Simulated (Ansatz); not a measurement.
What a trial cell of CoSn relaxes into

The calculation used Ansatz 0.2.0, DFT PBE, scalar-relativistic, plane waves, PAW. Cutoff 420 eV, Γ-centred k mesh, Gaussian smearing, no spin polarisation in the final step.

CoSn was placed on the nickel arsenide structure type (P6_3/mmc, No. 194), with Co in place of Ni, Sn in place of As, at a guessed volume.

```yaml
crystal:
  lattice:
    - [3.72517, 0.00000, 0.00000]
    - [-1.86258, 3.22609, 0.00000]
    - [0.00000, 0.00000, 5.32166]
  atoms:
    - { symbol: Co, position: [0.00000, 0.00000, 0.00000] }
    - { symbol: Co, position: [0.00000, 0.00000, 0.50000] }
    - { symbol: Sn, position: [0.33333, 0.66667, 0.25000] }
    - { symbol: Sn, position: [0.66667, 0.33333, 0.75000] }
```

Steps on the 6×6×4 mesh (4 atoms). 4 of 4 steps are shown, and the free energy counts from the last. Trial steps that were taken back and renewals of the plane-wave basis can be among the rows.

```tsv
step	ΔF (meV/atom)	V (Å³/atom)	P (GPa)
1	45.9	15.99	10.46
2	2.5	17.27	-0.64
3	1.3	17.21	-0.13
4	0.0	17.21	-0.03
```

A final relaxation ran on a 12×12×10 mesh. The relaxed crystal, P6_3/mmc (No. 194):

```cif
data_structure
_symmetry_space_group_name_H-M 'P6_3/mmc'
_symmetry_Int_Tables_number 194
_cell_length_a 3.8982
_cell_length_b 3.8982
_cell_length_c 5.2317
_cell_angle_alpha 90.000
_cell_angle_beta 90.000
_cell_angle_gamma 120.000
_cell_volume 68.85
loop_
_atom_site_label
_atom_site_type_symbol
_atom_site_symmetry_multiplicity
_atom_site_Wyckoff_symbol
_atom_site_fract_x
_atom_site_fract_y
_atom_site_fract_z
_atom_site_occupancy
Co1 Co 2 a 0.00000 0.00000 0.00000 1
Sn1 Sn 2 c 0.33333 0.66667 0.25000 1
```

```
Volume per atom          : 17.21 Å³
Density                  : 8.57 g/cm³
Energy over the elements : 0.02 eV/atom
Gap on the 12×12×10 mesh : 0 eV (a metal)
```

Energies over the elements count from the elements' standard structures at the same level, with no empirical corrections.

The final run used a 12×12×10 mesh on its 4-atom cell and 0.10 eV smearing. The k mesh leaves about 4 meV/atom of noise in metals.

Symmetry constrained the relaxation, so the result can be a saddle point.

Cost: 3 runs of about 1.3 core-minutes in all, on Intel Xeon Platinum 8375C (Ice Lake) (shared hosts).